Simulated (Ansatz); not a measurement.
# Moving the pressure in Cu

The cell as given:

```
Cu
1.0
     0.00000    1.80750    1.80750
     1.80750    0.00000    1.80750
     1.80750    1.80750    0.00000
Cu
1
Direct
  0.00000 0.00000 0.00000
```

Kept alike: task relaxation of cell and atoms; functional PBEsol; k mesh 13 × 13 × 13; occupations fermi-dirac, width 0.05 eV; no spin polarisation. Program: Ansatz, Ansatz PAW, cutoff 420 eV. The mesh is that of the run's cell of 1 atom. No spin-orbit coupling.

```tsv
pressure, P (GPa)	volume (Å³/atom)
0	11.305
2	11.176
5	?
10	10.735
20	10.295
```

The relaxations keep at least the cell's symmetry (Fm-3m). For a metal such a mesh leaves the last digits unconverged. Runs of this series that gave no sound value for these columns are left out. The runs follow the start's structure, whether or not it is the stable one at these pressures. Ansatz's relaxations hold a Pulay term in the stress (up to 0.2 GPa here). All rows use potentials made for PBE.

Fit the rows shown and predict the run at 5 GPa.

Murnaghan's form V = V0 (1 + B′P/B0)^(-1/B′) through the rows shown has V0 = 11.3045, B0 = 171.4 GPa and B′ = 4.57 (largest miss 0.0007); at P = 5 it gives 10.999 Å³/atom. The run gave: volume 11.000 Å³/atom.

Copper's volume falls steadily with pressure, but each further GPa removes less of it, and the held-out run at 5 GPa lies on the same smooth curve. The stiffening, expressed by the positive B′, reflects the steepening repulsive side of the binding curve. Compression raises the kinetic energy of the sp electrons and increases the overlap repulsion between nearly full 3d shells, while the cohesive terms grow more slowly.

The zero-pressure volume is smaller than the measured one, and the fitted bulk modulus of 171.4 GPa is clearly above experiment. The two errors belong together, since a lattice that is too compact is usually also too stiff. The probable main cause is PBEsol's tendency to overbind 3d metals, with the neglect of thermal expansion adding a smaller part.

The agreement at 5 GPa supports interpolation within the sampled range, but it hardly tests Murnaghan's form itself, because other common equations of state would be almost indistinguishable over so modest a compression.
